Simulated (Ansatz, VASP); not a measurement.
**CdS: VASP beside Ansatz**

Contents of INCAR:

```
PREC = Accurate ; ENCUT = 520
EDIFF = 1E-6 ; ISMEAR = -1
SIGMA = 0.02 ; LREAL = F
LASPH = T ; NELM = 80
ALGO = Normal ; ISIF = 2
LWAVE = F ; LCHARG = T
GGA = PS ; LELF = T
LVHAR = T ; NBANDS = 16
```

Contents of KPOINTS:

```
regular mesh
0
Gamma
  7 7 7
```

Contents of POSCAR:

```
CdS
1.0
    0.0000000000      2.9816809780      2.9816809780
    2.9816809780      0.0000000000      2.9816809780
    2.9816809780      2.9816809780      0.0000000000
Cd S
1 1
Direct
    0.0000000000      0.0000000000      0.0000000000
    0.7500000000      0.7500000000      0.7500000000
```

Input for Ansatz:

```yaml
crystal:
  lattice:
    - [0.0, 2.981680978, 2.981680978]
    - [2.981680978, 0.0, 2.981680978]
    - [2.981680978, 2.981680978, 0.0]
  atoms:
    - { symbol: Cd, position: [0.0, 0.0, 0.0] }
    - { symbol: S, position: [0.75, 0.75, 0.75] }
kpoints:
  mp_grid: { grid: [7, 7, 7] }
  band_path:
    path:
      - [0.0, 0.0, 0.0]
      - [-0.5, -0.5, 0.0]
      - [-0.375, -0.375, 0.25]
      - [-0.375, 0.0, 0.375]
      - [0.0, 0.0, 0.0]
      - [0.0, 0.0, 0.5]
      - [-0.5, -0.25, 0.25]
      - [-0.5, -0.5, 0.0]
    npoints: 5
scf:
  occupations: { method: fermi_dirac, width: 0.02 }
hamiltonian:
  xc: pbesol
  pseudopotentials: { kind: all_electron, lapw: { basis_error: 0.0005 } }
output:
  forces: true
  stress: true
  eigenvalues: true
```

Change from the starting cell: volume scaled by 1.04.

Alike in both runs: task single point; functional PBEsol; k mesh 7 × 7 × 7; occupations fermi-dirac, width 0.02 eV; no spin polarisation.

|  | VASP | Ansatz |
| --- | --- | --- |
| version | VASP 6.6.1 | Ansatz 0.2.0 |
| potentials or method | VASP PAW PBE potentials, release 64 (Cd, S) | all-electron LAPW, scalar-relativistic |
| plane-wave cutoff (eV) | 520 | see its input |

```tsv
	VASP	Ansatz	Ansatz less VASP
gap on the k mesh at the Fermi level (eV)	0.87	0.87	-0.001
pressure (GPa)	-3.4	-3.7	-0.27
```

Ansatz ran all-electron here, so the differences hold the error of VASP's frozen core and of both bases.

Caveats: the PAW data sets were made with another functional, which shifts forces and pressure a little (VASP).
